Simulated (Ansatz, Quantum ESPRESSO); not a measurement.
**TiO2 [001], anatase: uniaxial strain and lateral response**

The c axis is held at a set length while the cell relaxes sideways. How do the lateral strain and the stress follow? The strained cell has c along the load; unstrained it is a = 3.7696 Å, b = 3.7696 Å, c = 9.5577 Å, α = 90.00°, β = 90.00°, γ = 90.00°, with 12 atoms.

Calculated with Ansatz 0.2.0, PBEsol, PAW files of the set soft_1, cutoff 600 eV, Fermi–Dirac smearing 0.02 eV, k-mesh 7×7×3, no spin polarisation, no spin-orbit coupling.

Relaxed positions at 0 %:

```
atom       x       y       z
  Ti  0.0000  0.0000  0.0000
  Ti  0.0000  0.5000  0.2500
  Ti  0.5000  0.5000  0.5000
  Ti  0.5000  0.0000  0.7500
   O  0.0000  0.0000  0.2074
   O  0.0000  0.5000  0.4574
   O  0.0000  0.5000  0.0426
   O  0.0000  0.0000  0.7926
   O  0.5000  0.5000  0.7074
   O  0.5000  0.0000  0.9574
   O  0.5000  0.0000  0.5426
   O  0.5000  0.5000  0.2926
```

```
ε_c (%)   a (Å)   c (Å)  ε_a (%)  σ (GPa, tension positive)
     −3  3.8018  9.2710    0.854                      −3.43
     −1  3.7805  9.4621    0.290                      −1.07
      0  3.7696  9.5577    0.000                       0.02
      1  3.7584  9.6533   −0.296                       1.06
      2  3.7471  9.7488   −0.596                       2.07
      3  3.7357  9.8444   −0.898                       3.07
```

**Question.** Fit both responses and give the free strain and the stress at −2 %, a row left out above.

Least squares with y = y0 + y1 ε + y2 ε² (ε in %) gives ε_a = −0.001 + (−0.2922) ε + (−0.0024) ε² and σ = 0.01 + (1.080) ε + (−0.022) ε² GPa. The linear terms put the ratio of free to applied strain at −0.292 and the Young modulus at 108 GPa.

At −2 % the free strain comes out as 0.574 %. The run itself gives 0.575 %, so the estimate misses by 0.001 %, a rounding's worth.

The stress comes out as −2.23 GPa. The run itself gives −2.22 GPa, so the estimate misses by 0.01 GPa, a rounding's worth.

The negative ε² term means that the crystal stiffens in compression and softens in tension.

The same fit over all rows at other levels or in other programs gives the strain ratio = −0.290 with PBEsol (Quantum ESPRESSO, GBRV).

[Logs are printed without paths, hosts, clocks, repeated set-up lines and the standing remarks that a program may print on its own settings, such as how far it seeks lower states.]
